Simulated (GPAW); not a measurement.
Runs of GPAW 26.7.0 on ZrS2. The structure is trigonal, space group P-3m1 (No. 164). The conventional cell has a = 3.691 Å, b = 3.691 Å, c = 6.041 Å, α = 90.00°, β = 90.00°, γ = 120.00°. Around Zr (site symmetry -3m) lie 6 S at 2.57 Å. S (site symmetry 3m) has 3 Zr at 2.57 Å as nearest neighbours. The cell is a database's computed one.

```csv
level,spin,U,spin axis theta (degrees),spin axis phi (degrees),soc after scf,gap on the mesh (eV),pressure (GPa),largest force (eV/Å)
PBEsol,off,-,-,-,-,0.98,-2.8,0.17
PBEsol,"SOC, no magnetisation",-,90,45,second variation,0.98,-2.8,0.17
PBEsol+U,off,Zr d U = 6 eV,-,-,-,1.89,2.9,(c)
PBEsol+U,off,Zr d U = 4 eV,-,-,-,1.57,(b),0.19
PBEsol+U,off,Zr d U = 3 eV,-,-,-,1.42,0.0,0.09
PBEsol+U,off,Zr d U = 1 eV,-,-,-,1.12,-1.9,0.09
PBEsol+U,off,Zr d U = 2 eV,-,-,-,1.26,(a),-
PBEsol+U,off,Zr d U = 8 eV,-,-,-,2.20,4.9,0.60
```

Alike in all rows: task band structure; potentials or basis PAW data sets generated in the run's folder for this functional, pw; cell as given; k mesh 8 × 8 × 5; cutoff (eV) 600; smearing fermi-dirac 0.05 eV.

**Question.** Fill in the values left out.

**Answer.** (a) -1.0; (b) 0.9; (c) 0.39.

Caveats: this functional lacks dispersion, which binds the layers, so the pressure and a relaxed spacing across them are unreliable; spin-orbit coupling was added after a scalar SCF, so levels and gaps hold it while energy, forces, pressure and moments don't (some runs); this program's spin-orbit splittings come out too wide for heavy elements (some runs).

A k mesh can miss the band edges, and rows without SOC leave out spin-orbit coupling on Zr.
